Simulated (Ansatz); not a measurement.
# GaN (P6_3mc) in Ansatz: further runs

The runs below take GaN through single point, equation of state, with LDA.

Program: Ansatz 0.2.0. These are calculated values, not measurements. Logs are shortened: lines on timing, memory, paths and dates and some standing lists are left out, and cuts for length are marked.

### 1 The crystal as given

It takes space group P6_3mc (No. 186, hexagonal). The conventional cell has a = 3.180 Å, b = 3.180 Å, c = 5.166 Å, α = 90.00°, β = 90.00°, γ = 120.00°. Around Ga (site symmetry 3m) lie 4 N at 1.94 to 1.95 Å. Around N (site symmetry 3m) lie 4 Ga at 1.94 to 1.95 Å.

### 2 Single point, LDA, 10.63 Å³/atom (volume scaled by 0.94)

The input, input.yaml:

```yaml
crystal:
  lattice:
    - [3.1150838257, 0.0, 0.0]
    - [-1.5575419129, 2.697741728, 0.0]
    - [0.0, 0.0, 5.0605418376]
  atoms:
    - { symbol: Ga, position: [0.6666666667, 0.3333333333, 0.5] }
    - { symbol: Ga, position: [0.3333333333, 0.6666666667, 0.0] }
    - { symbol: "N", position: [0.6666666667, 0.3333333333, 0.875] }
    - { symbol: "N", position: [0.3333333333, 0.6666666667, 0.375] }
kpoints:
  mp_grid: { grid: [10, 10, 5] }
scf:
  occupations: { method: fermi_dirac, width: 0.05 }
hamiltonian:
  xc: lda
  pseudopotentials: { kind: all_electron, lapw: { basis_error: 0.002 } }
output:
  forces: true
  stress: true
  eigenvalues: true
```

Potentials or basis: all-electron LAPW, scalar-relativistic.

Run with:

```bash
$ ansatz run input.yaml --threads 2 --pin off --max-ram 6144MiB --backend cpu --events-out ev --progress --plain --runs-dir out
```

Log:

```text
Warning: RAYON_NUM_THREADS=2 ignored (pool sized by the plan → 2); use --threads N
LAPW: plane waves up to 10.417 Å⁻¹, error target 2.0e-3 eV per atom; small_component_spin mean_spin; N in spheres of 0.828 Å, 7 of its electrons in bands, Dirac shells []; Ga in spheres of 1.069 Å, 21 of its electrons in bands, Dirac shells [] (how accurate: hamiltonian.pseudopotentials.lapw.basis_error, Limitations)
Engine: ansatz 0.2.0, aarch64-unknown-linux-gnu
Pseudopotentials: kind: all_electron
Pseudopotential: Ga, LAPW, valence charge 21, lapw/all_electron/scalar/gaussian/Ga, Koelling and Harmon's equation, gaussian nucleus
Pseudopotential: N, LAPW, valence charge 7, lapw/all_electron/scalar/gaussian/N, Koelling and Harmon's equation, gaussian nucleus
Functional definition: SPW92
  exchange = slater_x
  correlation = pw_c
Crystal: 4 atoms, lattice volume = 42.527 Å³
Basis set: ecut = 413.4384724848182 eV, 785 PW (Γ), exchange–correlation at level 2
Bands: 34, of which v1, the nominal top of the filled ones, is band 28 counted from 1 (27 counted from 0)
Symmetry: 12 space group operations
Space group: P63mc (ITA 186), of the structure as read, at distance tolerance 3.5e-5 Å
k-points: 42 of 500 (time reversal used)
Non-local potential: Ga, projectors of the file, none
Non-local potential: N, projectors of the file, none
Initial density: superposition of atomic densities (chi_scale 0.1, normalization cell, long waves kept (reshape's long-wave potential 0.00 eV rms))
Initial wavefunctions: plane waves of lowest kinetic energy (no species holds an atomic orbital)
Functional: x = slater, c = lda
iter 1 solved again at ethr=1.91e-2 eV; its pass at ethr=1.00e-1 eV (dr2=1.07e1 eV) is discarded
SCF iter   1: F=—  HF=-108614.617856 eV  |F-HF|=—  |Δ(HF+E_count)|=         —  Δρ=1.45e-1  dr2=1.07e1  ethr=1.91e-2  ⟨swp⟩=2.0  Hψ=9299  notcnv=0
preconditioner: auto → Resta (q_TF=auto, 2.856 Å⁻¹)  ε∞=4.7  [insulator: Δε(μ)=3.870 eV  Ē_g=17.683 eV  σ=0.050 eV  W_gap=1.00  n_scr=22 (ndim 8)  ℏωp=34.2 eV  f_vac=0.000  D(μ)=0.00/eV (n_scr^D=0)  ε∞_Penn≈4.7]
iter 2 solved again at ethr=7.89e-4 eV; its pass at ethr=1.91e-2 eV (dr2=4.42e-1 eV) is discarded
SCF iter   2: F=—  HF=-108610.610957 eV  |F-HF|=—  |Δ(HF+E_count)|=    4.01e0  Δρ=3.40e-2  dr2=4.41e-1  ethr=7.89e-4  ⟨swp⟩=2.0  Hψ=7422  notcnv=0
SCF iter   3: F=—  HF=-108610.456100 eV  |F-HF|=—  |Δ(HF+E_count)|=         —  Δρ=2.55e-2  dr2=3.28e-1  ethr=7.88e-4  ⟨swp⟩=2.0  Hψ=4074  notcnv=0
the basis was enlarged: its passes take 181.9 KiB over the memory plan, 2 of 2 planned eigensolver slots
SCF iter   4: F=—  HF=-108610.460733 eV  |F-HF|=—  |Δ(HF+E_count)|=   4.63e-3  Δρ=1.14e-2  dr2=6.84e-2  ethr=5.86e-4  ⟨swp⟩=2.2  Hψ=4085  notcnv=0
SCF iter   5: F=—  HF=-108610.360774 eV  |F-HF|=—  |Δ(HF+E_count)|=   1.00e-1  Δρ=2.93e-3  dr2=3.75e-3  ethr=1.22e-4  ⟨swp⟩=3.0  Hψ=4326  notcnv=0
SCF iter   6: F=—  HF=-108610.356709 eV  |F-HF|=—  |Δ(HF+E_count)|=   4.07e-3  Δρ=7.05e-4  dr2=2.58e-4  ethr=6.69e-6  ⟨swp⟩=2.0  Hψ=3822  notcnv=0
SCF iter   7: F=—  HF=-108610.356720 eV  |F-HF|=—  |Δ(HF+E_count)|=   1.11e-5  Δρ=1.84e-4  dr2=1.66e-5  ethr=4.61e-7  ⟨swp⟩=2.0  Hψ=3822  notcnv=0
SCF iter   8: F=—  HF=-108610.356715 eV  |F-HF|=—  |Δ(HF+E_count)|=   4.80e-6  Δρ=1.86e-5  dr2=1.44e-7  ethr=2.97e-8  ⟨swp⟩=3.0  Hψ=4074  notcnv=0
SCF iter   9: F=-108610.356715 eV  HF=-108610.356715 eV  |F-HF|=5.43e-9  |Δ(HF+E_count)|=   1.78e-8  Δρ=3.05e-6  dr2=3.65e-9  ethr=2.57e-10  ⟨swp⟩=2.0  Hψ=3822  notcnv=0
SCF 1 converged in 9 iterations: F = -108610.356715 eV  dr2 = 3.65e-9
SCF converged after 9 iterations
Free energy (F): -108610.356715 eV
Harris-Foulkes:  -108610.356715 eV  (|F-HF|=5.43e-9)
Internal energy: -108610.356715 eV  (E = F + TS)
E sigma→0 (E₀):  -108610.356715 eV
Fermi energy:    13.590703 eV
--- Per-component energies (eV) ---
  E_band       = -2834.544736
  E_kinetic    = 110638.991019
  E_xc         = -4324.356714
  E_electrostatic = -214924.991020  (all electrons and nuclei)
  E_smearing   = -0.000000  (= −TS)
  E_closure    = 0.000000  (closes the sum)
  E_atoms      = -108582.444752  (free atoms, spherical and without spin; not in F)
  Σ components = -108610.356715   (vs F -108610.356715, Δ=0.00e0)
  Basis errors (estimates in eV, not in F): energy 9.2e-4 per atom: plane waves 8.5e-4 (5.1e-4 summed), levels above the bands 3.4e-85, relativity 7.7e-9, radial functions 6.9e-5, core shells 1.5e-9; eigenvalues (radial functions only) 6.6e-6; not estimated: angular momenta, meshes, grids; target (lapw.basis_error) 2.0e-3; muffin-tin radii N 0.828 Å, Ga 1.069 Å
--- Forces (eV/Å), atoms counted from 1 ---
  atom   1  Ga    -0.00000000    -0.00000000    -0.14331867
  atom   2  Ga     0.00000000     0.00000000    -0.14331867
  atom   3  N     -0.00000000    -0.00000000     0.14332245
  atom   4  N      0.00000000     0.00000000     0.14332245
  max |Σ_I F_I| component: 7.56e-6 eV/Å
--- Stress (GPa, compression-positive) ---
        7.854625       0.000000       0.000000
        0.000000       7.854625      -0.000000
        0.000000       0.000000      10.633471
  P = ⅓ Tr σ = 8.7809 GPa (87.809 kbar)
--- Band table (eV; the first three rows and the last of 42) ---
  k-point 0: bands = ["-359.3143", "-359.3143", "-128.8267", "-128.8266", "-80.0652", "-80.0642", "-80.0642", "-80.0638", "-80.0638", "-80.0629", "-4.1460", "-3.0422", "-1.3306", "-1.3047", "-1.3047", "-1.2279", "-1.2279", "-0.9970", "-0.9970", "-0.8749", "-0.8749", "0.5098", "4.7061", "11.2014", "11.2014", "12.2898", "12.3578", "12.3578", "14.7562", "16.9620", "21.8150", "22.4510", "22.4510", "23.4254"]
  k-point 1: bands = ["-359.3143", "-359.3143", "-128.8267", "-128.8266", "-80.0650", "-80.0642", "-80.0642", "-80.0638", "-80.0638", "-80.0631", "-4.0121", "-3.0986", "-1.3022", "-1.3022", "-1.3014", "-1.2397", "-1.2397", "-0.9810", "-0.9810", "-0.8825", "-0.8825", "0.0182", "5.5537", "11.2510", "11.3067", "11.3067", "12.2424", "12.2424", "15.5745", "17.0410", "21.5417", "22.4969", "22.4969", "22.5086"]
  k-point 2: bands = ["-359.3143", "-359.3143", "-128.8267", "-128.8267", "-80.0644", "-80.0641", "-80.0641", "-80.0639", "-80.0639", "-80.0637", "-3.6710", "-3.3070", "-1.2901", "-1.2901", "-1.2661", "-1.2661", "-1.1542", "-0.9438", "-0.9438", "-0.9065", "-0.9065", "-0.7274", "7.3520", "9.3767", "11.5876", "11.5876", "11.9451", "11.9451", "16.6653", "17.1169", "21.0816", "21.3150", "22.7439", "22.7439"]
  k-point 41: bands = ["-359.3143", "-359.3143", "-128.8266", "-128.8266", "-80.0656", "-80.0655", "-80.0652", "-80.0650", "-80.0637", "-80.0636", "-2.8649", "-2.8443", "-1.2000", "-1.1744", "-1.1567", "-1.0913", "-0.9872", "-0.9855", "-0.9390", "-0.9271", "0.8684", "1.0191", "5.7632", "5.9191", "7.5411", "8.3481", "10.3823", "10.7001", "18.7585", "18.9566", "19.8825", "20.3142", "21.6862", "21.8765"]
```

It took 29 s on 2 threads of Arm Neoverse V1, shared host; peak memory 0.4 GiB.

Results:

- Free energy: -108610.3567 eV
- Pressure: 8.8 GPa
- Largest force: 0.143 eV/Å
- Band gap on the k mesh: 2.40 eV, direct

### 3 Single point, LDA, 10.86 Å³/atom (volume scaled by 0.96)

Edit input.yaml of step 2 so:

```diff
@@ -2,5 +2,5 @@
   lattice:
-    - [3.1150838257, 0.0, 0.0]
-    - [-1.5575419129, 2.697741728, 0.0]
-    - [0.0, 0.0, 5.0605418376]
+    - [3.1370217585, 0.0, 0.0]
+    - [-1.5685108793, 2.7167405351, 0.0]
+    - [0.0, 0.0, 5.0961806304]
   atoms:
```

Potentials or basis: all-electron LAPW, scalar-relativistic.

Run with:

```bash
$ ansatz run input.yaml --threads 2 --pin off --max-ram 6144MiB --backend cpu --events-out ev --progress --plain --runs-dir out
```

Run time: 29 s. Hardware: 2 threads of Arm Neoverse V1, shared host; peak memory 0.4 GiB.

The run converged. Its results:

| Property | Result |
| --- | --- |
| Free energy | -108610.3924 eV |
| Pressure | 3.9 GPa |
| Largest force | 0.137 eV/Å |
| Band gap on the k mesh | 2.26 eV, direct |

### 4 Single point, LDA, 11.08 Å³/atom (volume scaled by 0.98)

Edit input.yaml of step 3 so:

```diff
@@ -2,5 +2,5 @@
   lattice:
-    - [3.1370217585, 0.0, 0.0]
-    - [-1.5685108793, 2.7167405351, 0.0]
-    - [0.0, 0.0, 5.0961806304]
+    - [3.158657075, 0.0, 0.0]
+    - [-1.5793285375, 2.7354772688, 0.0]
+    - [0.0, 0.0, 5.1313278144]
   atoms:
```

Run with:

```bash
$ ansatz run input.yaml --threads 2 --pin off --max-ram 6144MiB --backend cpu --events-out ev --progress --plain --runs-dir out
```

It took 29 s on 2 threads of Arm Neoverse V1, shared host; peak memory 0.4 GiB.

Results (log left out):

| Item | Value |
| --- | --- |
| Free energy | -108610.4022 eV |
| Pressure | -0.4 GPa |
| Largest force | 0.132 eV/Å |
| Band gap on the k mesh | 2.12 eV, direct |

### 5 Single point, LDA, 11.31 Å³/atom

Edit input.yaml of step 4 so:

```diff
@@ -2,5 +2,5 @@
   lattice:
-    - [3.158657075, 0.0, 0.0]
-    - [-1.5793285375, 2.7354772688, 0.0]
-    - [0.0, 0.0, 5.1313278144]
+    - [3.18, 0.0, 0.0]
+    - [-1.59, 2.753960784, 0.0]
+    - [0.0, 0.0, 5.166]
   atoms:
```

Run with:

```bash
$ ansatz run input.yaml --threads 2 --pin off --max-ram 6144MiB --backend cpu --events-out ev --progress --plain --runs-dir out
```

Wall time 29 s (2 threads of Arm Neoverse V1, shared host); peak memory 0.4 GiB.

It converged, with:

```
Free energy            : -108610.3888 eV
Pressure               : -4.3 GPa
Largest force          : 0.126 eV/Å
Band gap on the k mesh : 1.98 eV, direct
```

### 6 Single point, LDA, 11.54 Å³/atom (volume scaled by 1.02)

Edit input.yaml of step 5 so:

```diff
@@ -2,5 +2,5 @@
   lattice:
-    - [3.18, 0.0, 0.0]
-    - [-1.59, 2.753960784, 0.0]
-    - [0.0, 0.0, 5.166]
+    - [3.2010602164, 0.0, 0.0]
+    - [-1.6005301082, 2.7721994664, 0.0]
+    - [0.0, 0.0, 5.2002129176]
   atoms:
```

Potentials or basis: all-electron LAPW, scalar-relativistic.

Run with:

```bash
$ ansatz run input.yaml --threads 2 --pin off --max-ram 6144MiB --backend cpu --events-out ev --progress --plain --runs-dir out
```

It took 28 s on 2 threads of Arm Neoverse V1, shared host; peak memory 0.39 GiB.

Results (log left out):

```yaml
Free_energy: -108610.3547 eV
Pressure: -7.7 GPa
Largest_force: 0.121 eV/Å
Band_gap_on_the_k_mesh: 1.84 eV, direct
```

### 7 Single point, LDA, 11.76 Å³/atom (volume scaled by 1.04)

Edit input.yaml of step 6 so:

```diff
@@ -2,5 +2,5 @@
   lattice:
-    - [3.2010602164, 0.0, 0.0]
-    - [-1.6005301082, 2.7721994664, 0.0]
-    - [0.0, 0.0, 5.2002129176]
+    - [3.2218469041, 0.0, 0.0]
+    - [-1.6109234521, 2.7902012661, 0.0]
+    - [0.0, 0.0, 5.2339814801]
   atoms:
```

Run with:

```bash
$ ansatz run input.yaml --threads 2 --pin off --max-ram 6144MiB --backend cpu --events-out ev --progress --plain --runs-dir out
```

Run time: 28 s. Hardware: 2 threads of Arm Neoverse V1, shared host; peak memory 0.39 GiB.

It converged, with:

| Quantity | Value |
| --- | --- |
| Free energy | -108610.3021 eV |
| Pressure | -10.8 GPa |
| Largest force | 0.116 eV/Å |
| Band gap on the k mesh | 1.71 eV, direct |

### 8 Single point, LDA, 11.99 Å³/atom (volume scaled by 1.06)

Edit input.yaml of step 7 so:

```diff
@@ -2,5 +2,5 @@
   lattice:
-    - [3.2218469041, 0.0, 0.0]
-    - [-1.6109234521, 2.7902012661, 0.0]
-    - [0.0, 0.0, 5.2339814801]
+    - [3.2423687753, 0.0, 0.0]
+    - [-1.6211843877, 2.8079737278, 0.0]
+    - [0.0, 0.0, 5.2673198406]
   atoms:
```

Run with:

```bash
$ ansatz run input.yaml --threads 2 --pin off --max-ram 6144MiB --backend cpu --events-out ev --progress --plain --runs-dir out
```

Wall time 28 s (2 threads of Arm Neoverse V1, shared host); peak memory 0.39 GiB.

Results (log left out):

```
Free energy            : -108610.2327 eV
Pressure               : -13.6 GPa
Largest force          : 0.111 eV/Å
Band gap on the k mesh : 1.58 eV, direct
```

### 9 Equation of state, LDA

Potentials or basis: all-electron LAPW, scalar-relativistic.

This step only gathers the single runs of the series.

Results:

```yaml
Equilibrium_volume: 11.06 Å³/atom
Bulk_modulus_at_fixed_shape_and_positions: 202 GPa
Pressure_derivative_of_the_bulk_modulus: 4.4
```

Energy against volume, from the lowest point:
```
volume (Å³/atom)  energy (meV/atom)
          10.632              11.37
          10.858               2.45
          11.084               0.00
          11.310               3.34
          11.537              11.86
          11.763              25.03
          11.989              42.36
```

Caveat: the cell was scaled at fixed shape and fractional positions, which overstates the stiffness of a crystal with free parameters, most of all of layers and chains.
